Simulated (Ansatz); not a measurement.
The system is GaN.

```
Ga N
1.0
     3.18000    0.00000    0.00000
    -1.59000    2.75396    0.00000
     0.00000    0.00000    5.16600
Ga N
2 2
Cartesian
  1.5900 0.9180 2.5830
  0.0000 1.8360 0.0000
  1.5900 0.9180 4.5203
  0.0000 1.8360 1.9373
```

Base run:

```yaml
Program: Ansatz 0.2.0
Functional: PBE
Potentials_or_basis: Ansatz PAW
Cutoff: "420 eV (not typed: the program's choice for these potentials)"
k_mesh: 7 × 7 × 4
Occupations: fermi-dirac, width 0.05 eV
Spin: spin-orbit coupling, no magnetisation
```

Its results: band gap on the k mesh 1.96 eV, direct; pressure 7.3 GPa; largest force 0.137 eV/Å.

Problem. The run is repeated on the same cell with these changes: functional from PBE to PBEsol. What comes out?

Solution. Band gap on the k mesh 1.90 eV, direct; pressure 1.0 GPa; largest force 0.133 eV/Å.

PBEsol binds more tightly than PBE, so the same cell stands under less pressure.

Caveats: the PAW data sets come from PBE, with cores solved anew for the run's functional, which leaves a small shift of forces and pressure (some runs).
